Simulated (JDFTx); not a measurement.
A run of JDFTx 1.7.0 (patched build) is set up as follows.

File bands.in:

```
lattice \
    0.0000000000     2.2239077028     2.2239077028 \
    2.2239077028     0.0000000000     2.2239077028 \
    2.2239077028     2.2239077028     0.0000000000
latt-scale 1.889726124626 1.889726124626 1.889726124626
coords-type Lattice
ion Mn     0.0000000000     0.0000000000     0.0000000000 1
ion O      0.5000000000     0.5000000000     0.5000000000 1

ion-species pseudo/Mn.upf
ion-species pseudo/O.upf
elec-cutoff 48 384
elec-ex-corr lda-PW
elec-smearing Fermi 0.0018374661
elec-n-bands 19
spintype z-spin
initial-magnetic-moments Mn 4
elec-initial-magnetization 4.64874 yes
electronic-minimize nIterations 30 energyDiffThreshold 1e-06
davidson-band-ratio 1.3
forces-output-coords Cartesian
include path.kpoints
symmetries none
fix-electron-density run.$VAR

dump-name bands.$VAR
dump End Ecomponents EigStats BandEigs Kpoints Forces
```

path.kpoints

```
kpoint +0.0000000000 +0.0000000000 +0.0000000000 0.020000000000
kpoint +0.0714285714 +0.0000000000 +0.0714285714 0.020000000000
kpoint +0.1428571429 +0.0000000000 +0.1428571429 0.020000000000
kpoint +0.2142857143 +0.0000000000 +0.2142857143 0.020000000000
kpoint +0.2857142857 +0.0000000000 +0.2857142857 0.020000000000
kpoint +0.3571428571 +0.0000000000 +0.3571428571 0.020000000000
kpoint +0.4285714286 +0.0000000000 +0.4285714286 0.020000000000
kpoint +0.5000000000 +0.0000000000 +0.5000000000 0.020000000000
kpoint +0.5000000000 +0.0833333333 +0.5833333333 0.020000000000
kpoint +0.5000000000 +0.1666666667 +0.6666666667 0.020000000000
kpoint +0.5000000000 +0.2500000000 +0.7500000000 0.020000000000
kpoint +0.4375000000 +0.3125000000 +0.7500000000 0.020000000000
kpoint +0.3750000000 +0.3750000000 +0.7500000000 0.020000000000
kpoint +0.3281250000 +0.3281250000 +0.6562500000 0.020000000000
kpoint +0.2812500000 +0.2812500000 +0.5625000000 0.020000000000
kpoint +0.2343750000 +0.2343750000 +0.4687500000 0.020000000000
kpoint +0.1875000000 +0.1875000000 +0.3750000000 0.020000000000
kpoint +0.1406250000 +0.1406250000 +0.2812500000 0.020000000000
kpoint +0.0937500000 +0.0937500000 +0.1875000000 0.020000000000
kpoint +0.0468750000 +0.0468750000 +0.0937500000 0.020000000000
kpoint +0.0000000000 +0.0000000000 +0.0000000000 0.020000000000
kpoint +0.0833333333 +0.0833333333 +0.0833333333 0.020000000000
kpoint +0.1666666667 +0.1666666667 +0.1666666667 0.020000000000
kpoint +0.2500000000 +0.2500000000 +0.2500000000 0.020000000000
kpoint +0.3333333333 +0.3333333333 +0.3333333333 0.020000000000
kpoint +0.4166666667 +0.4166666667 +0.4166666667 0.020000000000
kpoint +0.5000000000 +0.5000000000 +0.5000000000 0.020000000000
kpoint +0.5250000000 +0.4500000000 +0.5250000000 0.020000000000
kpoint +0.5500000000 +0.4000000000 +0.5500000000 0.020000000000
kpoint +0.5750000000 +0.3500000000 +0.5750000000 0.020000000000
kpoint +0.6000000000 +0.3000000000 +0.6000000000 0.020000000000
kpoint +0.6250000000 +0.2500000000 +0.6250000000 0.020000000000
kpoint +0.5625000000 +0.2500000000 +0.6875000000 0.020000000000
kpoint +0.5000000000 +0.2500000000 +0.7500000000 0.020000000000
kpoint +0.5000000000 +0.2916666667 +0.7083333333 0.020000000000
kpoint +0.5000000000 +0.3333333333 +0.6666666667 0.020000000000
kpoint +0.5000000000 +0.3750000000 +0.6250000000 0.020000000000
kpoint +0.5000000000 +0.4166666667 +0.5833333333 0.020000000000
kpoint +0.5000000000 +0.4583333333 +0.5416666667 0.020000000000
kpoint +0.5000000000 +0.5000000000 +0.5000000000 0.020000000000
kpoint +0.4791666667 +0.4791666667 +0.5416666667 0.020000000000
kpoint +0.4583333333 +0.4583333333 +0.5833333333 0.020000000000
kpoint +0.4375000000 +0.4375000000 +0.6250000000 0.020000000000
kpoint +0.4166666667 +0.4166666667 +0.6666666667 0.020000000000
kpoint +0.3958333333 +0.3958333333 +0.7083333333 0.020000000000
kpoint +0.3750000000 +0.3750000000 +0.7500000000 0.020000000000
kpoint +0.6250000000 +0.2500000000 +0.6250000000 0.020000000000
kpoint +0.5833333333 +0.1666666667 +0.5833333333 0.020000000000
kpoint +0.5416666667 +0.0833333333 +0.5416666667 0.020000000000
kpoint +0.5000000000 +0.0000000000 +0.5000000000 0.020000000000
```

Potentials or basis: PseudoDojo-SR-LDA-0.4.1-standard with smoothed tails.

Launch:

```console
$ jdftx -c 1 -i bands.in -o bands.out
```

Task: Estimate the band gap along the path.

Result: None (metal or under the smearing width).

Levels at the corners of the path, in eV from the Fermi level:
Spin up:
```csv
point,band 9,band 10,band 11,band 12,band 13,band 14
Γ,-3.08,-3.08,-3.08,-2.58,-2.58,-0.39
X,-4.10,-2.14,-1.89,-1.89,-1.77,5.02
W,-2.31,-2.31,-1.89,-1.86,-0.84,6.99
K,-2.94,-2.04,-1.83,-1.52,-0.88,6.38
Γ,-3.08,-3.08,-3.08,-2.58,-2.58,-0.39
L,-2.17,-2.17,-1.76,0.28,0.28,3.51
U,-2.94,-2.04,-1.83,-1.52,-0.88,6.38
W,-2.31,-2.31,-1.89,-1.86,-0.84,6.99
L,-2.17,-2.17,-1.76,0.28,0.28,3.51
K,-2.94,-2.04,-1.83,-1.52,-0.88,6.38
U,-2.94,-2.04,-1.83,-1.52,-0.88,6.38
X,-4.10,-2.14,-1.89,-1.89,-1.77,5.02
```
Spin down:
```
point  band 5  band 6  band 7  band 8  band 9  band 10  band 11  band 12
    Γ  -19.49   -3.34   -3.34   -3.34    0.53     0.53     0.53     0.64
    X  -18.52   -6.41   -4.32   -4.32   -1.03     1.79     2.02     2.21
    W  -18.43   -5.70   -5.70   -5.25    1.08     1.08     1.99     2.21
    K  -18.45   -6.07   -5.73   -4.64    0.25     1.96     2.00     2.20
    Γ  -19.49   -3.34   -3.34   -3.34    0.53     0.53     0.53     0.64
    L  -18.48   -7.42   -4.86   -4.86    1.74     1.77     1.77     3.50
    U  -18.45   -6.07   -5.73   -4.64    0.25     1.96     2.00     2.20
    W  -18.43   -5.70   -5.70   -5.25    1.08     1.08     1.99     2.21
    L  -18.48   -7.42   -4.86   -4.86    1.74     1.77     1.77     3.50
    K  -18.45   -6.07   -5.73   -4.64    0.25     1.96     2.00     2.20
    U  -18.45   -6.07   -5.73   -4.64    0.25     1.96     2.00     2.20
    X  -18.52   -6.41   -4.32   -4.32   -1.03     1.79     2.02     2.21
```

Caveat: semilocal functionals often make such compounds metallic where correlation or magnetic order opens a gap, which also shifts bond lengths.
